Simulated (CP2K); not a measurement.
Runs of CP2K 2026.2 on InAs. The structure is cubic, space group Fm-3m (No. 225). Conventional cell: a = 5.755 Å, b = 5.755 Å, c = 5.755 Å, α = 90.00°, β = 90.00°, γ = 90.00°. Around In (site symmetry m-3m) lie 6 As at 2.88 Å. Around As (site symmetry m-3m) lie 6 In at 2.88 Å. Measurements of this composition are mostly on another form, of space group No. 216.

| level | potentials or basis | smearing | EPS_DEFAULT | NGRIDS | points a segment of the path (NPOINTS) | bands added on the path | CUTOFF of the grids | gap on the mesh (eV) | pressure (GPa) |
| --- | --- | --- | --- | --- | --- | --- | --- | --- | --- |
| PBEsol | POTENTIAL_UZH In GTH-PBE-q13, As GTH-PBE-q5; TZVP-MOLOPT-PBE-GTH basis | fermi-dirac 0.1 eV | 1.0E-9 | 4 | 8 | 6 | 450 Ry | none | -2.0 |
| LDA | GTH_POTENTIALS In GTH-PADE-q13, As GTH-PADE-q5; TZVP-MOLOPT-PBE-GTH basis | fermi-dirac 0.05 eV | 1.0E-10 | 4 | 6 | 2 | 450 Ry | none | (a) |
| PBE | POTENTIAL_UZH In GTH-PBE-q13, As GTH-PBE-q5; TZVP-MOLOPT-PBE-GTH basis | fermi-dirac 0.05 eV | 1.0E-10 | 5 | 6 | 2 | 450 Ry | none | 0.4 |
| PBE | POTENTIAL_UZH In GTH-PBE-q13, As GTH-PBE-q5; TZVP-MOLOPT-PBE-GTH basis | fermi-dirac 0.1 eV | 1.0E-10 | 4 | 10 | 6 | 450 Ry | none | 0.4 |
| r2SCAN | POTENTIAL_UZH In GTH-SCAN-q13, As GTH-SCAN-q5; TZVP-MOLOPT-SCAN-GTH basis | fermi-dirac 0.0259 eV | 1.0E-10 | 5 | 6 | 4 | 675 Ry | none | -2.3 |

Alike in all rows: task band structure; no spin polarisation; cell as given; k mesh 8 × 8 × 8.

**Question.** Estimate the missing entries.

**Answer.** (a) -4.8.

Caveats: spin-orbit coupling is left out, which moves the levels of the heavy elements; the basis of atomic orbitals isn't converged, which shifts pressures, moduli and gaps; the potentials were made for another functional, which shifts forces and pressure (some runs).

A k mesh can miss the band edges, and the runs leave out spin-orbit coupling on As, In.

A gap of «none» marks a metal or a gap under the smearing width.
